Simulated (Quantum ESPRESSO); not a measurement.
Al:

```
CELL_PARAMETERS angstrom
0.00000 2.02481 2.02481
2.02481 0.00000 2.02481
2.02481 2.02481 0.00000
ATOMIC_POSITIONS crystal
Al 0.00000 0.00000 0.00000
```

```yaml
Program: Quantum ESPRESSO 7.5
Task: relaxation of cell and atoms
Functional: PBEsol
Dispersion: rVV10
Potentials_or_basis: PseudoDojo 0.4.1 SR PBE standard
Cutoff: 544 eV
Density_cutoff: 2177 eV
k_mesh: 11 × 11 × 11
Occupations: fermi-dirac, width 0.05 eV
Spin: no spin polarisation
```

At the start: pressure -1.8 GPa; volume 16.60 Å³/atom.

Problem. Where does the relaxation end?

Solution. Over 8 steps the energy falls by 2.1 meV/atom and the volume is 16.20 Å³/atom (-2.4 %); space group Fm-3m (No. 225, to 0.05 Å).

Step by step:
| step | energy change (eV) | largest force (eV/Å) | pressure (GPa) | volume (Å³) |
| --- | --- | --- | --- | --- |
| 1 | 0.0000 | 0.0000 | -1.82 | 16.60 |
| 2 | -0.0009 | 0.0000 | -1.38 | 16.51 |
| 3 | -0.0019 | 0.0000 | -0.58 | 16.35 |
| 4 | -0.0020 | 0.0000 | 0.41 | 16.16 |
| 5 | -0.0020 | 0.0000 | 0.38 | 16.16 |
| 6 | -0.0021 | 0.0000 | 0.33 | 16.17 |
| 7 | -0.0021 | 0.0000 | 0.26 | 16.18 |
| 8 | -0.0021 | 0.0000 | 0.17 | 16.20 |

Final structure:
```yaml
crystal:
  lattice:
    - [0.00000, 2.00837, 2.00837]
    - [2.00837, 0.00000, 2.00837]
    - [2.00837, 2.00837, 0.00000]
  atoms:
    - { symbol: Al, position: [0.00000, 0.00000, 0.00000] }
```

Caveat: the potentials were made for another functional, which shifts forces and pressure; rVV10's parameter b was fitted to another functional.
